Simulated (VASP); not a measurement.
# W (Im-3m) in VASP: a series of runs, part 2 of 2

VASP 6.6.1. The steps go on from the part before.

## Step 5: Relaxation of cell and atoms, SCAN

Input file INCAR:

```
  PREC = Accurate
  ENCUT = 600
  EDIFF = 1E-6
  ISMEAR = -1
  SIGMA = 0.05
  LREAL = F
  LASPH = T
  NELM = 80
  ALGO = Normal
  ISIF = 3
  LWAVE = F
  LCHARG = F
  METAGGA = SCAN
  LMIXTAU = T
  IBRION = 2
  NSW = 40
  EDIFFG = -0.005
```

Input file KPOINTS:

```
regular mesh
0
Gamma
  12 12 12
```

Input file POSCAR:

```
W
1.0
   -1.5823450000      1.5823450000      1.5823450000
    1.5823450000     -1.5823450000      1.5823450000
    1.5823450000      1.5823450000     -1.5823450000
W
1
Direct
    0.0000000000      0.0000000000      0.0000000000
```

Potentials or basis: VASP PAW PBE potentials, release 64 (W_sv).

Command:

```console
> cat potpaw_PBE.64/W_sv/POTCAR > POTCAR
> mpirun -np 1 vasp_std > vasp.out
```

OUTCAR:

```text
PREC = Accurate
   ENCUT = 600
   EDIFF = 1E-6
   ISMEAR = -1
   LREAL = F
   LASPH = T
   NELM = 80
   ISIF = 3
   METAGGA = SCAN
   IBRION = 2
   NSW = 40
   EDIFFG = -0.005

 ion  position               nearest neighbor table
   1  0.000  0.000  0.000-

  LATTYP: Found a body centered cubic cell.
 ALAT       =     3.1646900000

  Lattice vectors:

 A1 = (  -1.5823450000,   1.5823450000,   1.5823450000)
 A2 = (   1.5823450000,  -1.5823450000,   1.5823450000)
 A3 = (   1.5823450000,   1.5823450000,  -1.5823450000)

Analysis of symmetry for initial positions (statically):
=====================================================================
 Subroutine PRICEL returns:
 Original cell was already a primitive cell.

 Routine SETGRP: Setting up the symmetry group for a
 body centered cubic supercell.

 Subroutine GETGRP returns: Found 48 space group operations
 (whereof 48 operations were pure point group operations)
 out of a pool of 48 trial point group operations.

The static configuration has the point symmetry O_h .

Analysis of symmetry for dynamics (positions and initial velocities):
=====================================================================
 Subroutine PRICEL returns:
 Original cell was already a primitive cell.

 Routine SETGRP: Setting up the symmetry group for a
 body centered cubic supercell.
[... 257 lines left out ...]

 number of electron      14.0000001 magnetization

 Free energy of the ion-electron system (eV)
  ---------------------------------------------------
  ext. energy  EPLUGINS =         0.00000000
  ---------------------------------------------------
  free energy    TOTEN  =       -69.69613141 eV

  energy without entropy =      -69.69135033  energy(sigma->0) =      -69.69374087

 E-fermi :  11.1964     XC(G=0): -15.1125

 val. band max:       11.1772201370   @ k =  -0.1667   0.1667   0.1667
 cond. band min:      11.2179747498   @ k =   0.4167   0.0833   0.0000
 fundamental gap:      0.0407546128
 Fermi energy:        11.1964005301

 k-point     1 :       0.0000    0.0000    0.0000
  band No.  band energies     occupation
      1     -63.8676      2.00000
      2     -26.8151      2.00000
      3     -26.8149      2.00000
      4     -26.8149      2.00000
      5       0.9342      2.00000
      6       9.8771      2.00000
      7       9.8773      2.00000
      8       9.8788      2.00000
      9      13.9280      0.00000
     10      13.9297      0.00000
     11      26.7618      0.00000
[... 309 lines left out ...]
 k-point    24 :       0.4167    0.0833    0.0833
  band No.  band energies     occupation
      1     -63.7014      2.00000
      2     -28.2231      2.00000
      3     -27.3739      2.00000
      4     -26.9261      2.00000
      5       5.2933      2.00000
      6       7.3777      2.00000
      7      11.0377      1.91977
      8      13.9800      0.00000
      9      14.8978      0.00000
     10      19.2403      0.00000
     11      21.6024      0.00000

 [... further k-points ...]

------------------------ aborting loop because EDIFF is reached ----------------------------------------

  FORCE on cell =-STRESS in cart. coord.  units (eV):
  Direction    XX          YY          ZZ          XY          YZ          ZX
  --------------------------------------------------------------------------------------
  -------------------------------------------------------------------------------------
  Total       -0.0005188     -0.0005188     -0.0005188     -0.0000000     -0.0000000      0.0000000
  in kB       -0.0530846     -0.0530846     -0.0530846     -0.0000000     -0.0000000      0.0000000
  external PRESSURE =      -0.0530846 kB  Pullay stress =       0.0000000 kB
[... 16 lines left out ...]
  FREE ENERGIE OF THE ION-ELECTRON SYSTEM (eV)
  ---------------------------------------------------
  free  energy   TOTEN  =       -69.6961314088 eV

  energy  without entropy=      -69.6913503258  energy(sigma->0) =      -69.69374087

 reached required accuracy - stopping structural energy minimisation
```

OSZICAR:

```text
N       E                     dE             d eps       ncg     rms          rms(c)
DAV:   1     0.260685558301E+02    0.26069E+02   -0.87712E+03  1584   0.163E+03
DAV:   2    -0.721013499979E+02   -0.98170E+02   -0.94606E+02  1710   0.366E+02
[... 59 lines left out ...]
DAV:   2    -0.696961335405E+02    0.57801E-05   -0.17616E-05  1584   0.599E-02    0.109E-02
DAV:   3    -0.696961349880E+02   -0.14475E-05   -0.35675E-05  1598   0.798E-02    0.137E-02
DAV:   4    -0.696961303684E+02    0.46196E-05   -0.93586E-06  1592   0.406E-02    0.606E-03
DAV:   5    -0.696961292188E+02    0.11496E-05   -0.12107E-06  1284   0.164E-02    0.166E-03
DAV:   6    -0.696961314511E+02   -0.22323E-05   -0.17287E-06  1582   0.179E-02    0.797E-04
DAV:   7    -0.696961314088E+02    0.42381E-07   -0.16487E-07   816   0.564E-03
   4 F= -.69696131E+02 E0= -.69693741E+02  d E =-.222273E-02
```

Wall time 2.3 min (1 thread of Intel Xeon Platinum 8488C (Sapphire Rapids), shared host); peak memory 0.17 GiB.

Results:

```yaml
Free_energy: -69.6961 eV
Relaxed_volume: 15.66 Å³/atom
Relaxed_cell: a = 2.730 Å, b = 2.730 Å, c = 2.730 Å, α = 109.47°, β = 109.47°, γ = 109.47°
Space_group_after_relaxing_to_0.05_Å: Im-3m (No. 229)
Energy_gained_by_relaxing: 2.2 meV/atom
Ionic_steps: 4
Pressure_after_relaxing: 0.0 GPa
Band_gap_on_the_k_mesh: none (metal or under the smearing width)
```

Step by step:
```csv
step,energy change (eV),largest force (eV/Å),pressure (GPa),volume (Å³)
1,0.0000,0.0000,-3.72,15.85
2,0.0261,0.0000,14.69,15.02
3,-0.0022,0.0000,-0.08,15.66
4,-0.0022,0.0000,-0.01,15.66
```

Final structure:
```cif
data_structure
_symmetry_space_group_name_H-M 'P 1'
_symmetry_Int_Tables_number 1
_cell_length_a 2.7298
_cell_length_b 2.7298
_cell_length_c 2.7298
_cell_angle_alpha 109.471
_cell_angle_beta 109.471
_cell_angle_gamma 109.471
_cell_volume 15.66
loop_
_atom_site_label
_atom_site_type_symbol
_atom_site_fract_x
_atom_site_fract_y
_atom_site_fract_z
_atom_site_occupancy
W1 W 0.00000 0.00000 0.00000 1
```

Levels at points of the mesh, in eV from the Fermi level:
```tsv
k point	band 5	band 6	band 7	band 8	band 9	band 10
(0.00, 0.00, 0.00)	-10.26	-1.32	-1.32	-1.32	2.73	2.73
(0.50, 0.00, 0.00)	-6.61	-3.79	0.86	2.50	3.66	6.69
(0.50, 0.50, 0.50)	-5.91	-5.91	5.62	5.62	5.62	8.68
```

Caveat: the PAW data sets were made with another functional, which shifts forces and pressure a little. The run has no spin-orbit coupling, so splittings on W are missing.

## Step 6: Relaxation of cell and atoms, optB88-vdW

Changes to INCAR since step 5:

```diff
@@ -12,4 +12,7 @@
   LCHARG = F
-  METAGGA = SCAN
-  LMIXTAU = T
+  GGA = BO
+  LUSE_VDW = T
+  AGGAC = 0.0
+  PARAM1 = 0.1833333333
+  PARAM2 = 0.22
   IBRION = 2
```

KPOINTS is that of step 5.

POSCAR is that of step 5.

Potentials or basis: VASP PAW PBE potentials, release 64 (W_sv).

Command:

```console
> cat potpaw_PBE.64/W_sv/POTCAR > POTCAR
> mpirun -np 1 vasp_std > vasp.out
```

Wall time 58 s (1 thread of Intel Xeon Platinum 8488C (Sapphire Rapids), shared host); peak memory 0.27 GiB.

The run converged. Its results:

- Free energy: -9.6409 eV
- Relaxed volume: 16.15 Å³/atom
- Relaxed cell: a = 2.758 Å, b = 2.758 Å, c = 2.758 Å, α = 109.47°, β = 109.47°, γ = 109.47°
- Space group after relaxing (to 0.05 Å): Im-3m (No. 229)
- Energy gained by relaxing: 5.6 meV/atom
- Ionic steps: 4
- Pressure after relaxing: 0.0 GPa
- Band gap on the k mesh: none (metal or under the smearing width)

The path:
| step | energy change (eV) | largest force (eV/Å) | pressure (GPa) | volume (Å³) |
| --- | --- | --- | --- | --- |
| 1 | 0.0000 | 0.0000 | 5.96 | 15.85 |
| 2 | 0.0555 | 0.0000 | -17.10 | 17.24 |
| 3 | -0.0056 | 0.0000 | -0.16 | 16.16 |
| 4 | -0.0056 | 0.0000 | -0.02 | 16.15 |

Final structure:
```
CELL_PARAMETERS angstrom
-1.59246 1.59246 1.59246
1.59246 -1.59246 1.59246
1.59246 1.59246 -1.59246
ATOMIC_POSITIONS crystal
W 0.00000 0.00000 0.00000
```

Levels at points of the mesh, in eV from the Fermi level:
```csv
k point,band 3,band 4,band 5,band 6,band 7,band 8,band 9,band 10,band 11
"(0.00, 0.00, 0.00)",-37.76,-37.76,-9.37,-1.17,-1.17,-1.17,2.26,2.26,14.69
"(0.50, 0.00, 0.00)",-38.15,-37.76,-6.04,-3.42,0.84,2.12,3.06,5.98,10.79
"(0.50, 0.50, 0.50)",-38.61,-38.61,-5.57,-5.57,5.03,5.03,5.03,8.27,8.27
```

Caveat: the PAW data sets were made with another functional, which shifts forces and pressure a little. Zero-point motion and thermal expansion aren't in these numbers.

## Step 7: Summary

```tsv
level	gap on the mesh (eV)	pressure (GPa)	relaxed volume (Å³/atom)
AM05	none	0.0	15.65
PW91	none	0.0	16.25
r2SCAN	none	0.0	15.98
SCAN	none	0.0	15.66
optB88-vdW	none	0.0	16.15
```

Alike in all rows: task relaxation of cell and atoms; potentials or basis VASP PAW PBE potentials, release 64 (W_sv); no spin polarisation; cell relaxed; k mesh 12 × 12 × 12; cutoff (eV) 600; smearing fermi-dirac 0.05 eV.

Caveats: the PAW data sets were made with another functional, which shifts forces and pressure a little.

Absolute energies hang on the potentials; compare differences alone.
